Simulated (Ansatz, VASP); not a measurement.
**Rh in VASP and in Ansatz**

The input INCAR:

```
ALGO = Fast
EDIFF = 1E-6
ENCUT = 520
GGA = PE
ISIF = 2
ISMEAR = 0
LASPH = True
LCHARG = False
LDAU = True
LDAUJ = 0
LDAUL = 2
LDAUPRINT = 1
LDAUTYPE = 2
LDAUU = 2.7
LMAXMIX = 4
LREAL = False
LWAVE = False
NBANDS = 22
NELM = 150
PREC = Accurate
SIGMA = 0.1
```

The input KPOINTS:

```
k-points
0
Gamma
  6 6 4
```

POSCAR

```
Rh
1.0
    2.7309790422      0.0000000000      0.0000000000
   -1.3654895211      2.3650972278      0.0000000000
    0.0000000000      0.0000000000      4.4284890000
Rh
2
Direct
    0.6666666667      0.3333333333      0.7500000000
    0.3333333333      0.6666666667      0.2500000000
```

Input for Ansatz:

```yaml
crystal:
  lattice:
    - [2.7309790422, 0.0, 0.0]
    - [-1.3654895211, 2.3650972278, 0.0]
    - [0.0, 0.0, 4.428489]
  atoms:
    - { symbol: Rh, position: [0.6666666667, 0.3333333333, 0.75] }
    - { symbol: Rh, position: [0.3333333333, 0.6666666667, 0.25] }
basis:
  ecutwfc: 420
kpoints:
  mp_grid: { grid: [6, 6, 4] }
hamiltonian:
  xc: pbe
  hubbard: { sites: [{ species: Rh, l: d, u_eff: 2.7 }] }
scf:
  occupations: { method: gaussian, width: 0.1 }
output:
  forces: true
  stress: true
  eigenvalues: true
  dos: { method: smearing }
```

Alike in both runs: task single point; functional PBE; k mesh 6 × 6 × 4; occupations gaussian, width 0.1 eV; no spin polarisation; Hubbard terms Rh d U = 2.7 eV.

|  | VASP | Ansatz |
| --- | --- | --- |
| version | VASP 6.6.1 | Ansatz 0.2.0 |
| potentials or method | VASP PAW PBE potentials, release 64 (Rh_pv) | scalar-relativistic, plane waves, PAW |
| plane-wave cutoff (eV) | 520 | 420 |
| valence electrons in the cell | 30 | 34 |

Ansatz gave:

- gap on the k mesh at the Fermi level (eV): none
- pressure (GPa): -4.0
- largest component of the traceless stress (GPa): 3.59

**Question.** Estimate VASP's values.

**Answer.** gap on the k mesh at the Fermi level (eV): none; pressure (GPa): -8.0; largest component of the traceless stress (GPa): 3.71.

The programs project onto different local orbitals, so the same U acts differently. A gap of «none» marks a metal or a gap that the smearing closes. The two sets of potentials don't hold the same shells in valence. Ansatz warned: «filled_band_counts_differ_across_k_points».

Caveats: the k mesh is coarse (spacing up to 0.44 Å⁻¹), so the values aren't converged; U without spin polarisation on a metal has little footing; the U is typed as a test and isn't derived for this compound.
